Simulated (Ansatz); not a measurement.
The system is CuO.

```xyz
2
Lattice="0.0000 2.1166 2.1166 2.1166 0.0000 2.1166 2.1166 2.1166 0.0000" Properties=species:S:1:pos:R:3 pbc="T T T"
Cu    1.9814    1.9843    0.1219
O     2.2518    2.2488    1.9946
```

The cell comes from a database or a generator and needn't be the stable form of this composition.

* Program: Ansatz 0.2.0
* Task: relaxation of cell and atoms
* Functional: BLYP
* Dispersion: D3(BJ)
* Potentials or basis: Ansatz PAW
* Cutoff: 420 eV (not typed: the program's choice for these potentials)
* k mesh: 11 × 11 × 11
* Occupations: fermi-dirac, width 0.05 eV
* Spin: no spin polarisation

At the start: volume 9.48 Å³/atom.

Q: How do energy, volume and symmetry change on relaxing?

A: It ends after 9 steps and the volume is 9.38 Å³/atom (-1.1 %); space group Fm-3m (No. 225, to 0.05 Å).

The path:
```csv
step,energy change (eV),largest force (eV/Å),volume (Å³)
1,0.0000,0.9900,18.96
2,-0.0553,0.8249,19.48
3,-0.1316,0.8919,19.89
4,-0.2607,0.4125,20.02
5,-0.3923,0.1662,19.45
6,-0.4209,0.0163,18.68
7,-0.4214,0.0026,18.76
8,-0.4214,0.0003,18.76
9,-0.4203,0.0003,18.76
```

Final structure:
```
Cu O
1.0
     0.00003    2.10891    2.10898
     2.10880    0.00004    2.10897
     2.10882    2.10892    0.00002
Cu O
1 1
Direct
  0.00000 0.00000 0.99999
  0.50000 0.50000 0.50001
```

Caveat: the plane-wave basis is chosen anew once the cell has moved, so the energies of steps on either side of that aren't comparable; the pressure holds a Pulay correction of +1.0 GPa for the finite cutoff; an odd number of electrons without spin polarisation forces a metal; a magnetic or distorted state may lie lower; the run has no spin polarisation, though such a crystal can be magnetic; pairwise dispersion overbinds metals, which lowers pressure and volume; the PAW data sets come from PBE, with cores solved anew for the run's functional, which leaves a small shift of forces and pressure.
